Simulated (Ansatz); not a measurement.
# Convergence of Ti2C with the plane-wave cutoff

The calculation used DFT PBEsol, scalar-relativistic, plane waves, PAW in Ansatz.

```
Ti C
1.0
     1.47612    0.89009    4.83792
    -1.57168    0.90065    4.86655
    -0.03864   -1.78689    4.85152
Ti C
2 1
Direct
  0.24969 0.23622 0.26225
  0.75437 0.75129 0.75479
  0.51251 0.50619 0.49726
```

The Γ-centred k-mesh is 12×12×12, the occupation rule is Gaussian smearing, 0.1 eV and the spin treatment is unpolarised. The valence charge of the PAW sets is Ti 12, C 4.

The atoms are held and the plane-wave cutoff is swept. Energies are extrapolated to zero smearing and count from the reference run, 600 eV. The cell was strained and its atoms displaced at random, so that forces don't vanish. Pressure is positive in compression and holds a correction for the finite cutoff (Pulay stress).

Times are rough; the reference took 65 s on 1 thread of Intel(R) Xeon(R) Processor @ 2.70GHz (shared host), peak memory 1.2 GiB.

(1) Tried: 200, 250, 300, 350, 420, 600 eV. From which plane-wave cutoff on does the energy per atom stay within 100, 10 and 1 meV of the reference?

Results:

(1) 350 for 100 meV, 420 for 10 meV, none but the reference for 1 meV. The reference itself isn't shown to be converged. At 420 eV, where the energy is within 10 meV, force components already agree to within 0.001 eV/Å, where the largest force is 1.197 eV/Å.

```
cutoff (eV)  ΔE (meV/atom) P (GPa) largest change of a force component (eV/Å) plane waves at Γ  wall time (s)
        200           3886    -6.30                                       0.241               261             18
        250            894   -10.55                                       0.341               345             23
        300            148    -6.18                                       0.078               489             27
        350           17.4    -7.18                                       0.015               589             31
        420           1.61    -7.32                                       0.000               775             41
        600           0.00    -7.33                                       0.000              1313             65
```